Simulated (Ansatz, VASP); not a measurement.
# One calculation of HgS, two programs

```
Hg S
1.0
     0.00000    2.96435    2.96435
     2.96435    0.00000    2.96435
     2.96435    2.96435    0.00000
Hg S
1 1
Cartesian
  0.0000 0.0000 0.0000
  4.4465 4.4465 4.4465
```

Change from the starting cell: volume scaled by 1.04.

Alike in both runs: task single point; functional PBE; k mesh 8 × 8 × 8; occupations fermi-dirac, width 0.05 eV; no spin polarisation.

|  | VASP | Ansatz |
| --- | --- | --- |
| version | VASP 6.6.1 | Ansatz 0.2.0 |
| potentials or method | VASP PAW PBE potentials, release 64 (Hg, S) | Ansatz PAW |
| plane-wave cutoff (eV) | 520 | 420 |
| valence electrons in the cell | 18 | 26 |

```tsv
	VASP	Ansatz	Ansatz less VASP
gap on the k mesh at the Fermi level (eV)	none	none	-
pressure (GPa)	2.0	1.7	-0.26
```

A gap of «none» marks a metal or a gap that the smearing closes. The two sets of potentials don't hold the same shells in valence.

Spin-orbit coupling is left out, which matters for the levels of Hg.
